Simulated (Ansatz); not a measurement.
# GaN (P6_3mc) in Ansatz: relaxation of cell and atoms with BHLYP

Aim: the relaxation of cell and atoms of GaN with BHLYP.

Everything below comes from runs of Ansatz 0.2.0. Logs are shortened: lines on timing, memory, paths and dates and some standing lists are left out, and cuts for length are marked.

## Step 1: Starting point

The structure is hexagonal, space group P6_3mc (No. 186). Conventional cell: a = 3.180 Å, b = 3.180 Å, c = 5.166 Å, α = 90.00°, β = 90.00°, γ = 120.00°. Around Ga (site symmetry 3m) lie 4 N at 1.94 to 1.95 Å. N (site symmetry 3m) has 4 Ga at 1.94 to 1.95 Å as nearest neighbours.

## Step 2: Relaxation of cell and atoms, BHLYP

The input, input.yaml:

```yaml
crystal:
  lattice:
    - [3.18, 0.0, 0.0]
    - [-1.59, 2.753960784, 0.0]
    - [0.0, 0.0, 5.166]
  atoms:
    - { symbol: Ga, position: [0.6666666667, 0.3333333333, 0.5] }
    - { symbol: Ga, position: [0.3333333333, 0.6666666667, 0.0] }
    - { symbol: "N", position: [0.6666666667, 0.3333333333, 0.875] }
    - { symbol: "N", position: [0.3333333333, 0.6666666667, 0.375] }
hamiltonian:
  xc: { name: BHLYP }
  pseudopotentials: { kind: paw }
kpoints:
  mp_grid: { grid: [5, 5, 3] }
scf:
  occupations: { method: fermi_dirac, width: 0.05 }
output:
  forces: true
  stress: true
relax:
  f_tol: 0.01
  max_steps: 40
  cell: { stress_tol: 0.05 }
```

Potentials or basis: Ansatz PAW.

On the command line:

```console
$ ansatz run input.yaml --threads 2 --pin off --max-ram 5632MiB --backend cpu --events-out ev --progress --plain --runs-dir out
```

The log of the run:

```text
Warning: RAYON_NUM_THREADS=2 ignored (pool sized by the plan → 2); use --threads N
Engine: ansatz 0.2.0, aarch64-unknown-linux-gnu
Pseudopotentials: kind: paw
Pseudopotential: Ga, paw, valence charge 13, recommended cutoff 420 eV (normal), Ga.paw.azcp
Pseudopotential: N, paw, valence charge 5, recommended cutoff 420 eV (normal), N.paw.azcp
Functional definition: BHLYP
  parameter a = 0.5
  exchange = (1 - a)*b88_x + a*exact_x
  correlation = lyp_c
Crystal: 4 atoms, lattice volume = 45.242 Å³
Basis set: ecut = 420 eV, 881 PW (Γ), exchange–correlation on 48×48×72 points (8 copies of the dense FFT grid, shifted against one another)
Bands: 22, of which v1, the nominal top of the filled ones, is band 18 counted from 1 (17 counted from 0)
Symmetry: 12 space group operations
Space group: P63mc (ITA 186), of the structure as read, at distance tolerance 3.6e-5 Å
k-points: 10 of 75 (time reversal used)
Non-local potential: Ga, projectors of the file, l = 0: 2, l = 1: 2, l = 2: 3, l = 3: 1
Non-local potential: N, projectors of the file, l = 0: 2, l = 1: 2, l = 2: 1
PAW form: soft (Blöchl's): semilocal exchange-correlation on the pseudo side does not see the compensation charge
PAW frozen core: Ga, regenerated for the run's functional, and the local potential with it (the file was generated under x = pbe(κ = 0.804, μ = 0.2195149727645171), c = pbe(β = 0.06672455060314922))
PAW frozen core: N, regenerated for the run's functional, and the local potential with it (the file was generated under x = pbe(κ = 0.804, μ = 0.2195149727645171), c = pbe(β = 0.06672455060314922))
PAW one-centre angular grid: Ga, 590 points (default); XC on 64 Gauss nodes
PAW one-centre angular grid: N, 110 points (default); XC on 64 Gauss nodes
Initial density: superposition of atomic densities (neutral atoms: chi_scale 0, normalization atom), corrected by the library's trained network
Initial wavefunctions: pseudopotential atomic-orbital guess
Functional: x = b88, c = lyp, warm-up for x = 0.5 b88 + 0.5 exact, c = lyp
SCF iter   1: F=—  HF=-8358.086810 eV  |F-HF|=—  |Δ(HF+E_count)|=         —  Δρ=1.78e-2  dr2=1.24e-1  ethr=1.77e-3  ⟨swp⟩=7.0  Hψ=980  notcnv=0
preconditioner: auto → none  [insulator: Δε(μ)=2.177 eV  Ē_g=16.779 eV  σ=0.050 eV  W_gap=1.00  n_scr=22 (ndim 8)  ℏωp=33.1 eV  f_vac=0.008  D(μ)=0.00/eV (n_scr^D=0)]
iter 2 solved again at ethr=7.12e-6 eV; its pass at ethr=3.44e-4 eV (dr2=2.56e-3 eV) is discarded
SCF iter   2: F=—  HF=-8358.052197 eV  |F-HF|=—  |Δ(HF+E_count)|=   3.46e-2  Δρ=2.42e-3  dr2=2.54e-3  ethr=7.12e-6  ⟨swp⟩=4.2  Hψ=1064  notcnv=0
SCF iter   3: F=—  HF=-8358.051734 eV  |F-HF|=—  |Δ(HF+E_count)|=   4.64e-4  Δρ=4.97e-4  dr2=8.52e-5  ethr=7.05e-6  ⟨swp⟩=3.1  Hψ=469  notcnv=0
SCF iter   4: F=—  HF=-8358.051800 eV  |F-HF|=—  |Δ(HF+E_count)|=   6.64e-5  Δρ=1.70e-4  dr2=8.09e-6  ethr=2.37e-7  ⟨swp⟩=3.9  Hψ=621  notcnv=0
SCF iter   5: F=—  HF=-8358.051797 eV  |F-HF|=—  |Δ(HF+E_count)|=   3.43e-6  Δρ=5.82e-5  dr2=5.95e-7  ethr=2.25e-8  ⟨swp⟩=4.0  Hψ=647  notcnv=0
SCF iter   6: F=—  HF=-8358.051797 eV  |F-HF|=—  |Δ(HF+E_count)|=   5.83e-7  Δρ=1.02e-5  dr2=3.21e-8  ethr=1.65e-9  ⟨swp⟩=3.0  Hψ=468  notcnv=0
SCF iter   7: F=—  HF=-8358.051797 eV  |F-HF|=—  |Δ(HF+E_count)|=  9.22e-10  Δρ=3.85e-6  dr2=3.25e-9  ethr=8.93e-11  ⟨swp⟩=4.0  Hψ=647  notcnv=0
SCF iter   8: F=—  HF=-8358.051797 eV  |F-HF|=—  |Δ(HF+E_count)|=  2.15e-10  Δρ=2.46e-6  dr2=1.39e-9  ethr=9.04e-12  ⟨swp⟩=2.0  Hψ=400  notcnv=0
SCF iter   9: F=-8358.051797 eV  HF=-8358.051797 eV  |F-HF|=0.00e0  |Δ(HF+E_count)|=  1.73e-10  Δρ=1.51e-7  dr2=3.64e-12  ethr=3.87e-12  ⟨swp⟩=3.0  Hψ=460  notcnv=0
SCF 1 converged in 9 iterations: F = -8358.051797 eV  dr2 = 3.64e-12
Initial density: handed on by an earlier stage of this run
Initial wavefunctions: those handed on with the density
Functional: x = 0.5 b88 + 0.5 exact, c = lyp
Frozen-core exchange: fock
iter 1 solved again at ethr=2.14e-4 eV; its pass at ethr=1.00e-1 eV (dr2=7.71e-2 eV) is discarded
SCF iter   1: F=—  HF=-8350.089569 eV  |F-HF|=—  |Δ(HF+E_count)|=         —  Δρ=2.81e-2  dr2=1.37e-1  ethr=2.14e-4  ⟨swp⟩=4.8  Hψ=1276  notcnv=0
eigensolver tolerance schedule calibrated: the retry pair's looser diagonalisation under-reported the residual by θ = 0.38 (0.14/decade); ethr = c·dr2/N_el runs at the constant in force after the calibration composes with the one it found (an armed cap, an earlier calibration), c = 4.9e-2
preconditioner: auto → none  [insulator: Δε(μ)=5.941 eV  Ē_g=24.558 eV  σ=0.050 eV  W_gap=1.00  n_scr=22 (ndim 8)  ℏωp=33.1 eV  f_vac=0.014  D(μ)=0.00/eV (n_scr^D=0)]
SCF iter   2: F=—  HF=-8350.014383 eV  |F-HF|=—  |Δ(HF+E_count)|=   7.52e-2  Δρ=7.94e-3  dr2=3.80e-2  ethr=1.71e-4  ⟨swp⟩=4.0  Hψ=731  notcnv=0
[... 164 lines left out ...]
SCF iter   2: F=—  HF=-8350.142061 eV  |F-HF|=—  |Δ(HF+E_count)|=   7.10e-5  Δρ=9.05e-5  dr2=1.07e-7  ethr=8.50e-10  ⟨swp⟩=2.5  Hψ=405  notcnv=0
iter 3 solved again at ethr=1.40e-12 eV; its pass at ethr=2.13e-10 eV (dr2=5.05e-10 eV) is discarded
SCF iter   3: F=—  HF=-8350.142085 eV  |F-HF|=—  |Δ(HF+E_count)|=   2.38e-5  Δρ=1.24e-6  dr2=1.01e-9  ethr=1.40e-12  ⟨swp⟩=4.0  Hψ=1060  notcnv=0
SCF iter   4: F=—  HF=-8350.142085 eV  |F-HF|=—  |Δ(HF+E_count)|=   1.40e-8  Δρ=4.59e-7  dr2=5.37e-11  ethr=1.40e-12  ⟨swp⟩=4.3  Hψ=655  notcnv=0  defer=24
SCF iter   5: F=-8350.142081 eV  HF=-8350.142085 eV  |F-HF|=4.06e-6  |Δ(HF+E_count)|=  2.91e-11  Δρ=1.24e-7  dr2=3.33e-12  ethr=1.00e-12  ⟨swp⟩=4.0  Hψ=449  notcnv=0
SCF 17 converged in 5 iterations: F = -8350.142081 eV  dr2 = 3.33e-12
  Residual-converged pass: ⟨swp⟩=3.1  Hψ=582  notcnv=0  max |occ|·‖R‖ = 1.2e-7 eV (tolerance 1.3e-7 eV)  dr2=4.46e-12  dr2_onsite=1.59e-12  max |Δocc| = 0.0e0
hybrid outer 1: dexx = +2.808e-7 eV, tail = 2.81e-7 eV
Frozen-core exchange: fock
SCF iter   1: F=—  HF=-8350.142082 eV  |F-HF|=—  |Δ(HF+E_count)|=         —  Δρ=5.17e-7  dr2=1.21e-10  ethr=4.52e-11  ⟨swp⟩=13.1  Hψ=789  notcnv=0
preconditioner: auto → none  [insulator: Δε(μ)=6.225 eV  Ē_g=24.326 eV  σ=0.050 eV  W_gap=1.00  n_scr=22 (ndim 8)  ℏωp=33.1 eV  f_vac=0.019  D(μ)=0.00/eV (n_scr^D=0)]
SCF iter   2: F=-8350.142082 eV  HF=-8350.142082 eV  |F-HF|=1.27e-11  |Δ(HF+E_count)|=  1.46e-10  Δρ=2.52e-7  dr2=2.05e-11  ethr=1.00e-12  ⟨swp⟩=5.2  Hψ=496  notcnv=0
SCF 18 converged in 2 iterations: F = -8350.142082 eV  dr2 = 2.05e-11
  Residual-converged pass: ⟨swp⟩=3.1  Hψ=569  notcnv=0  max |occ|·‖R‖ = 1.2e-7 eV (tolerance 1.3e-7 eV)  dr2=1.97e-11  dr2_onsite=8.79e-13  max |Δocc| = 0.0e0
hybrid outer 2: dexx = +2.362e-10 eV, tail = 4.73e-11 eV, Δε = 7.28e-5 eV (about 5.42e-6 eV left of the loop's levels), ΔF = 6.39e-6 eV/Å (tail 3.57e-5)
relax step   5: F+E_penalty+E_count = -8350.14208152 eV  Δ(F+E_penalty+E_count) = -8.070e-5 eV  max|allowed force component| = 6.015e-4 eV/Å  Δτ_max = 0.0000 Å  P = -0.005 GPa  Ω = 45.285 Å³  stress off target by 2.26e-2 GPa  SCF on the basis re-selected at this cell (its energy is not comparable with the rows above)  (7 SCF iters)
basis re-selected at this cell: Δ(F+E_penalty+E_count) = -8.070e-5 eV, ΔP = +0.004 GPa vs the last step (what re-selecting the basis moved, of the pressure what is left beyond the Pulay correction that the steps carried, after the strain that the cell walked since its last selection, with what the two solves' SCF thresholds leave and, on support functions, any second-order correction that the steps lacked; it is no measure of the basis error at this ecutwfc). This SCF's stress stands 2.26e-2 GPa from its target on what of the cell is left free (relax.cell.stress_tol is 5.00e-2 GPa) and its largest allowed force component is 6.02e-4 eV/Å (relax.f_tol is 1.00e-2 eV/Å): within both
hybrid SCF converged: 2 outer / 7 inner (+0 warm-up), last move |dexx| = 2.36e-10 eV, tail = 4.73e-11 eV
Stability not checked: this state was not tested for a lower state beside it, because the functional holds exact exchange (a hybrid, or Hartree-Fock), whose exchange loop this test does not read (fock_operator; see scf.lower_state_search)
Free energy (F): -8350.142082 eV
Frozen-core exchange: fock
Harris-Foulkes:  -8350.142082 eV  (|F-HF|=1.27e-11)
Internal energy: -8350.142082 eV  (E = F + TS)
E sigma→0 (E₀):  -8350.142082 eV
Fermi energy:    10.844263 eV
--- Per-component energies (eV) ---
  E_band       = -189.792690
  E_kinetic    = 496.096520
  E_local      = -3902.081087  (includes V_loc(G=0)·N_el)
  E_nonlocal   = 945.349867
  E_hartree    = 1814.939133
  E_xc         = -135.424531
  E_vxc        = -140.050462  (∫ρ·V_xc dr)
  E_exx        = -279.572793  (= α·E_x^exact, valence–valence)
  E_paw        = -4106.857412  (= ΣΔE_a)
  E_vpaw       = -659.840191  (= ΣTr[D̂ρ^β])
  E_aug_tail   = 0.000049  (compensation charges beyond the density's cutoff)
  E_ewald      = -3182.755611
  E_core_change = 0.163785  (= ΣΔE_core)
  E_smearing   = -0.000000  (= −TS)
  E_closure    = -0.000001  (closes the sum)
  Σ components = -8350.142082   (vs F -8350.142082, Δ=0.00e0)
--- Forces (eV/Å), atoms counted from 1 ---
  atom   1  Ga     0.00000000    -0.00000000     0.00060448
  atom   2  Ga     0.00000000     0.00000000     0.00060448
  atom   3  N     -0.00000000    -0.00000000    -0.00059852
  atom   4  N     -0.00000000     0.00000000    -0.00059852
  max |Σ_I F_I| component: 1.19e-5 eV/Å
--- Stress (GPa, compression-positive) ---
       -0.018087       0.000000      -0.000000
        0.000000      -0.018087       0.000000
       -0.000000       0.000000       0.022604
  P = ⅓ Tr σ = -0.0045 GPa (-0.045 kbar)
--- Band table (eV; the first three rows and the last of 10) ---
  k-point 0: bands = ["-11.2929", "-11.2873", "-10.3599", "-10.3427", "-10.3427", "-10.2833", "-10.2833", "-10.0846", "-10.0846", "-10.0045", "-10.0045", "-7.6052", "-0.3345", "6.4953", "6.4953", "7.7015", "7.7050", "7.7050", "13.9296", "16.5185"]
  k-point 1: bands = ["-11.2429", "-11.2060", "-10.3338", "-10.3338", "-10.3039", "-10.3039", "-10.0594", "-10.0594", "-10.0195", "-10.0195", "-9.9651", "-8.6451", "1.5827", "5.2576", "6.7832", "6.7832", "7.3866", "7.3866", "15.7035", "16.6959"]
  k-point 2: bands = ["-11.2803", "-11.2159", "-10.3199", "-10.3012", "-10.2405", "-10.2231", "-10.1103", "-10.0818", "-10.0547", "-9.9970", "-9.8183", "-7.2528", "0.3067", "4.0381", "5.3263", "5.7135", "7.2189", "7.3113", "15.9242", "18.2006"]
  k-point 9: bands = ["-11.2424", "-11.2363", "-10.2566", "-10.2406", "-10.2105", "-10.1633", "-10.0956", "-10.0642", "-10.0415", "-10.0292", "-7.3098", "-7.0067", "0.4094", "0.8894", "3.1251", "4.3788", "5.2065", "5.9798", "17.4932", "18.8554"]
  guard bands above this table: 2 of the run's 22 bands. The solve was not asked for them (output.publish_guard_bands: true or output.eigenvalues: true publishes all)
--- Relaxed structure (4 steps of the walk, 4 accepted, 1 SCFs on fresh bases) ---
  F+E_penalty+E_count = -8350.14208152 eV   max|allowed force component| = 6.015e-4 eV/Å   (the final SCF, on the basis selected at the relaxed cell)
  cell:  # Å, volume = 45.2853 Å³
    - [3.180800541647879, -1.481299652950039e-20, 2.9170175310060264e-19]
    - [-1.5904002708239395, 2.7546540734383655, -1.4585087655029898e-19]
    - [4.738777536249245e-19, 1.3315363236409298e-32, 5.168371388829682]
  atoms:
    - { symbol: Ga, position: [0.6666666666666665, 0.33333333333333337, 0.49878501496878686] }
    - { symbol: Ga, position: [0.33333333333333337, 0.6666666666666667, -0.0012149850312132018] }
    - { symbol: N, position: [0.6666666666666665, 0.33333333333333337, 0.8762149850312135] }
    - { symbol: N, position: [0.33333333333333337, 0.6666666666666667, 0.37621498503121326] }
```

Run time: 55 s. Hardware: 2 threads of Arm Neoverse V2, shared host; peak memory 0.75 GiB.

Results:

```yaml
Free_energy: -8350.1421 eV
Relaxed_volume: 11.32 Å³/atom
Relaxed_cell: a = 3.181 Å, b = 3.181 Å, c = 5.168 Å, α = 90.00°, β = 90.00°, γ = 120.00°
Space_group_after_relaxing_to_0.05_Å: P6_3mc (No. 186)
Energy_gained_by_relaxing: 0.5 meV/atom
Ionic_steps: 5
Pressure_after_relaxing: 0.0 GPa
Band_gap_on_the_k_mesh: 6.22 eV, direct
```

The path:
```
step  energy change (eV)  largest force (eV/Å)  volume (Å³)
   1              0.0000                0.1675        45.24
   2             -0.0011                0.1112        45.27
   3             -0.0019                0.0114        45.24
   4             -0.0020                0.0007        45.29
   5             -0.0021                0.0006        45.29
```

Final structure:
```yaml
crystal:
  lattice:
    - [3.18080, 0.00000, 0.00000]
    - [-1.59040, 2.75465, 0.00000]
    - [0.00000, 0.00000, 5.16837]
  atoms:
    - { symbol: Ga, position: [0.66667, 0.33333, 0.49879] }
    - { symbol: Ga, position: [0.33333, 0.66667, 0.99879] }
    - { symbol: N, position: [0.66667, 0.33333, 0.87621] }
    - { symbol: N, position: [0.33333, 0.66667, 0.37621] }
```

Caveat: the k mesh is coarse (spacing up to 0.46 Å⁻¹), so the values aren't converged, least of all with exact exchange; odd divisions of the mesh miss points on the zone boundary, where band edges often lie, so the gap on the mesh can be too wide; the plane-wave basis is chosen anew once the cell has moved, so the energies of steps on either side of that aren't comparable; the pressure holds a Pulay correction of +0.5 GPa for the finite cutoff; the PAW data sets come from PBE, with cores solved anew for the run's functional, which leaves a small shift of forces and pressure.
